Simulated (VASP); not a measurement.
## GaN in VASP 6.6.1, single-point calculation

INCAR

```
ISMEAR = -1
PREC = Accurate
ISIF = 2
LCHARG = .FALSE.
LASPH = .TRUE.
ENCUT = 520
GGA = PE
EDIFF = 1E-8
NBANDS = 16
SIGMA = 0.02
LREAL = .FALSE.
NELM = 84
IBRION = -1
LWAVE = .FALSE.
NSW = 0
```

KPOINTS

```
KPOINTS created by Atomic Simulation Environment
0
Gamma
10 10 10
0 0 0
```

POSCAR

```
Ga N
 1.0000000000000000
     0.0000000000000000    2.2489525411000000    2.3389106427000002
     2.2489525411000000    0.0000000000000000    2.3389106427000002
     2.2489525411000000    2.2489525411000000    0.0000000000000000
 Ga  N
   1   1
Cartesian
  0.0000000000000000  0.0000000000000000  0.0000000000000000
  1.1244762705499998  1.1244762705499998  1.1694553213500001
```

The recommended PBE PAW datasets give the neutral cell 18 valence electrons.

Command

```
mpirun -np 1 vasp_std
```

OSZICAR

```
N       E                     dE             d eps       ncg     rms          rms(c)
DAV:   1     0.820244441894E+02    0.82024E+02   -0.93975E+03  3704   0.201E+03
DAV:   2    -0.808203651464E+01   -0.90106E+02   -0.84178E+02  3744   0.329E+02
DAV:   3    -0.140229350608E+02   -0.59409E+01   -0.59169E+01  3824   0.707E+01
DAV:   4    -0.140918087182E+02   -0.68874E-01   -0.68860E-01  4208   0.822E+00
DAV:   5    -0.140927064357E+02   -0.89772E-03   -0.89771E-03  3896   0.836E-01    0.760E+00
DAV:   6    -0.121468755685E+02    0.19458E+01   -0.49516E+00  4944   0.387E+01    0.269E+00
DAV:   7    -0.121514158643E+02   -0.45403E-02   -0.30454E-01  3528   0.671E+00    0.176E+00
DAV:   8    -0.121477589253E+02    0.36569E-02   -0.65109E-02  3680   0.319E+00    0.849E-01
DAV:   9    -0.121431404061E+02    0.46185E-02   -0.14027E-02  4904   0.256E+00    0.227E-01
DAV:  10    -0.121435519807E+02   -0.41157E-03   -0.13997E-03  3704   0.470E-01    0.119E-01
DAV:  11    -0.121434621437E+02    0.89837E-04   -0.24596E-04  4848   0.249E-01    0.850E-03
DAV:  12    -0.121434669471E+02   -0.48034E-05   -0.28075E-05  3736   0.481E-02    0.712E-03
DAV:  13    -0.121434667927E+02    0.15431E-06   -0.57838E-07  4240   0.125E-02    0.218E-03
DAV:  14    -0.121434667229E+02    0.69841E-07   -0.49783E-08  3968   0.258E-03    0.527E-04
DAV:  15    -0.121434667224E+02    0.46566E-09   -0.74075E-09  2840   0.753E-04
   1 F= -.12143467E+02 E0= -.12143467E+02  d E =-.252162E-12
```

Standard output (part)

```
POSCAR found type information on POSCAR GaN
 POSCAR found :  2 types and       2 ions
 LDA part: xc-table for (Slater+PW92), standard interpolation
 POSCAR, INCAR and KPOINTS ok, starting setup
 WAVECAR not read
 entering main loop
```

From OUTCAR

```
k-points           NKPTS =    102   k-points in BZ     NKDIM =    102   number of bands    NBANDS=     16

   NELECT =      18.0000    total number of electrons

   dimension x,y,z NGX =    24 NGY =   24 NGZ =   24
   dimension x,y,z NGXF=    48 NGYF=   48 NGZF=   48

  energy-cutoff  :      520.00
  volume of cell :       23.66
      direct lattice vectors                 reciprocal lattice vectors
     0.000000000  2.248952541  2.338910643    -0.222325723  0.222325723  0.213774734
     2.248952541  0.000000000  2.338910643     0.222325723 -0.222325723  0.213774734
     2.248952541  2.248952541  0.000000000     0.222325723  0.222325723 -0.213774734

 k-points in reciprocal lattice and weights: KPOINTS created by Atomic Simulation Env
   0.00000000  0.00000000  0.00000000       0.001
   0.10000000  0.00000000  0.00000000       0.008
   0.20000000  0.00000000  0.00000000       0.008
   0.30000000 -0.00000000  0.00000000       0.008
   0.40000000 -0.00000000  0.00000000       0.008
   0.50000000  0.00000000  0.00000000       0.004
   0.10000000  0.10000000  0.00000000       0.002
   0.20000000  0.10000000  0.00000000       0.008
   ...

 E-fermi :   5.4473

 k-point     1 :       0.0000    0.0000    0.0000
  band No.  band energies     occupation
      1     -10.7258      2.00000
      2      -8.5223      2.00000
      3      -8.4807      2.00000
      4      -8.4807      2.00000
      5      -8.2092      2.00000
      6      -8.2079      2.00000
      7       4.7991      2.00000
      8       4.9912      2.00000
      9       4.9912      2.00000
     10       6.4317      0.00000
     11      14.9948      0.00000
     12      14.9948      0.00000
     13      15.1039      0.00000
     14      22.0905      0.00000
     15      22.7334      0.00000
     16      23.6659      0.00000

 k-point     2 :       0.1000    0.0000    0.0000
  band No.  band energies     occupation
      1     -10.6235      2.00000
      2      -8.5028      2.00000
      3      -8.4685      2.00000
      4      -8.4466      2.00000
      5      -8.2112      2.00000
      6      -8.2078      2.00000
      7       3.8076      2.00000
      8       4.7569      2.00000
      9       4.8980      2.00000
     10       7.3194      0.00000
     11      14.4989      0.00000
     12      15.1739      0.00000
     13      15.2275      0.00000
     14      21.5381      0.00000
     15      22.4866      0.00000
     16      22.6801      0.00000

 k-point     3 :       0.2000    0.0000    0.0000
  band No.  band energies     occupation
      1     -10.3708      2.00000
      2      -8.4688      2.00000
      3      -8.4402      2.00000
      4      -8.2849      2.00000
      5      -8.2127      2.00000
      6      -8.2007      2.00000
      7       2.0476      2.00000
      8       4.4807      2.00000
      9       4.6692      2.00000
     10       8.3884      0.00000
     11      13.7113      0.00000
     12      15.4063      0.00000
     13      15.5153      0.00000
     14      20.7726      0.00000
     15      21.6575      0.00000
     16      21.7728      0.00000

 ...

  Total        0.1177893      0.1177893     -0.6590025      0.0000000     -0.0000000      0.0000000
  in kB        7.9764981      7.9764981    -44.6265610      0.0000000     -0.0000000      0.0000000
  external PRESSURE =      -9.5578550 kB  Pullay stress =       0.0000000 kB

 POSITION                                       TOTAL-FORCE (eV/Angst)
 -----------------------------------------------------------------------------------
      0.00000      0.00000      0.00000         0.000000      0.000000     -0.000000
      1.12448      1.12448      1.16946        -0.000000     -0.000000      0.000000
 -----------------------------------------------------------------------------------
    total drift:                                0.000001      0.000001      0.000002

  FREE ENERGIE OF THE ION-ELECTRON SYSTEM (eV)
  ---------------------------------------------------
  free  energy   TOTEN  =       -12.1434667224 eV

  energy  without entropy=      -12.1434667224  energy(sigma->0) =      -12.14346672
```

It converged. Results: gap between bands v and c on the k mesh 1.44 eV; least direct gap on the k mesh 1.44 eV; pressure -1.0 GPa. Band v is the last that the valence electrons fill when counted band by band, and c is the next.

For comparison, a separate PBE run of the intended cell, on usual settings and not on those above, gives a gap of 1.44 eV on its mesh and a pressure of -1.0 GPa.

The run above took about 20 s on one core of a shared host (Intel Xeon Platinum 8488C) and held 0.17 GiB at most.
